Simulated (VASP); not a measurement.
A run of VASP 6.6.1:

The input POSCAR:

```
Sn
1.0
   -2.0244869154      2.0244869154      1.6557562900
    2.0244869154     -2.0244869154      1.6557562900
    2.0244869154      2.0244869154     -1.6557562900
Sn
1
Direct
    0.0000000000      0.0000000000      0.0000000000
```

The input INCAR.step1:

```
SYSTEM = Sn
PREC = Accurate ; ENCUT = 520
ISMEAR = 0 ; SIGMA = 0.1
LREAL = .FALSE. ; LASPH = .TRUE.
NELM = 100 ; NBANDS = 13
GGA = PE ; ALGO = Normal
EDIFF = 1E-4 ; LWAVE = .TRUE.
LCHARG = .FALSE.
```

The input INCAR.step2:

```
SYSTEM = Sn
PREC = Accurate ; ENCUT = 520
EDIFF = 1E-6 ; ISMEAR = 0
SIGMA = 0.1 ; LREAL = .FALSE.
LASPH = .TRUE. ; NELM = 100
ALGO = Normal ; ISIF = 2
LWAVE = .FALSE. ; LCHARG = .FALSE.
METAGGA = R2SCAN ; LMIXTAU = .TRUE.
NBANDS = 13 ; ISTART = 1
```

KPOINTS

```
regular mesh
0
G
  16 16 16
  0 0 0
```

Potentials or basis: VASP PAW PBE potentials, release 64 (Sn_d).

Run with:

```sh
$ cat potpaw_PBE.64/Sn_d/POTCAR > POTCAR
$ cp INCAR.step1 INCAR
$ mpirun -np 1 vasp_std > vasp.out
$ cp INCAR.step2 INCAR
$ mpirun -np 1 vasp_std > vasp.out
```

Hardware: 1 thread of Intel(R) Xeon(R) Platinum 8559C (Emerald Rapids) (shared host).

Q: How long does it take, and how much memory?

A: Wall time 4.6 min on 1 thread of Intel(R) Xeon(R) Platinum 8559C (Emerald Rapids), on a shared host, peak memory 0.25 GiB. Counts: scf iterations 9, k points 349.
